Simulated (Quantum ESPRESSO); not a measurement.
Here is a Quantum ESPRESSO 7.5 calculation.

The input pw.in:

```
&CONTROL
  calculation = 'scf'
  prefix = 'pwscf'
  outdir = './tmp'
  pseudo_dir = './pseudo'
  tprnfor = .true.
  tstress = .true.
  disk_io = 'low'
/
&SYSTEM
  ibrav = 0
  celldm(1) = 8
  nat = 3
  ntyp = 2
  ecutwfc = 74
  nbnd = 20
  occupations = 'smearing'
  smearing = 'fd'
  degauss = 0.00367493
/
&ELECTRONS
  conv_thr = 6d-10
  electron_maxstep = 120
  mixing_beta = 0.5
/
ATOMIC_SPECIES
W    183.8400 W.upf
S     32.0600 S.upf
CELL_PARAMETERS alat
  0.7519967530744   0.0000000000000   0.0000000000000
 -0.3759983765372   0.6512482917101   0.0000000000000
  0.0000000000000   0.0000000000000   4.0039937332796
ATOMIC_POSITIONS crystal
W      0.0000000000    0.0000000000    0.0000000000
S      0.3333333333    0.6666666667    0.0920005100
S      0.3333333333    0.6666666667    0.9079994900
K_POINTS automatic
8 8 2 0 0 1
```

Contents of gamma.in:

```
&CONTROL
  calculation = 'bands'
  prefix = 'pwscf'
  outdir = './tmp'
  pseudo_dir = './pseudo'
  disk_io = 'low'
  verbosity = 'high'
/
&SYSTEM
  ibrav = 0
  celldm(1) = 8
  nat = 3
  ntyp = 2
  ecutwfc = 74
  nbnd = 20
  occupations = 'smearing'
  smearing = 'fd'
  degauss = 0.00367493
/
&ELECTRONS
  conv_thr = 1d-08
  electron_maxstep = 120
  mixing_beta = 0.5
  diago_full_acc = .true.
  startingwfc = 'random'
/
ATOMIC_SPECIES
W    183.8400 W.upf
S     32.0600 S.upf
CELL_PARAMETERS alat
  0.7519967530744   0.0000000000000   0.0000000000000
 -0.3759983765372   0.6512482917101   0.0000000000000
  0.0000000000000   0.0000000000000   4.0039937332796
ATOMIC_POSITIONS crystal
W      0.0000000000    0.0000000000    0.0000000000
S      0.3333333333    0.6666666667    0.0920005100
S      0.3333333333    0.6666666667    0.9079994900
K_POINTS crystal
1
0.0 0.0 0.0 1
```

File scf2.in:

```
&CONTROL
  calculation = 'scf'
  prefix = 'pwscf'
  outdir = './tmp'
  pseudo_dir = './pseudo'
  tprnfor = .true.
  tstress = .true.
  disk_io = 'low'
/
&SYSTEM
  ibrav = 0
  celldm(1) = 8
  nat = 3
  ntyp = 2
  ecutwfc = 74
  nbnd = 20
  occupations = 'fixed'
/
&ELECTRONS
  conv_thr = 1d-13
  electron_maxstep = 120
  mixing_beta = 0.5
  startingpot = 'file'
/
ATOMIC_SPECIES
W    183.8400 W.upf
S     32.0600 S.upf
CELL_PARAMETERS alat
  0.7519967530744   0.0000000000000   0.0000000000000
 -0.3759983765372   0.6512482917101   0.0000000000000
  0.0000000000000   0.0000000000000   4.0039937332796
ATOMIC_POSITIONS crystal
W      0.0000000000    0.0000000000    0.0000000000
S      0.3333333333    0.6666666667    0.0920005100
S      0.3333333333    0.6666666667    0.9079994900
K_POINTS automatic
8 8 2 0 0 1
```

ph.in

```
dielectric of WS2
&INPUTPH
  prefix = 'pwscf'
  outdir = './tmp'
  tr2_ph = 1d-18
  fildyn = 'dyn'
  niter_ph = 90
  alpha_mix(1) = 0.7
  epsil = .true.
  trans = .false.
  zeu = .true.
/
0.0000000000 0.0000000000 0.0000000000
```

Potentials or basis: PseudoDojo 0.4.1 SR PBEsol standard.

The run is started by

```bash
$ OMP_NUM_THREADS=1 pw.x -in pw.in > pw.out
$ OMP_NUM_THREADS=1 pw.x -in gamma.in > gamma.out
$ OMP_NUM_THREADS=1 pw.x -in scf2.in > scf2.out
$ OMP_NUM_THREADS=1 ph.x -in ph.in > ph.out
```

(1) Predict the electronic dielectric tensor (diagonal).

(2) What does it give for the Born charges (mean of the diagonal)?

(3) What does it give for the largest force?

Results:

(1) 5.64, 5.64, 1.43.

(2) W -0.41; S +0.20 e.

(3) 0.123 eV/Å.
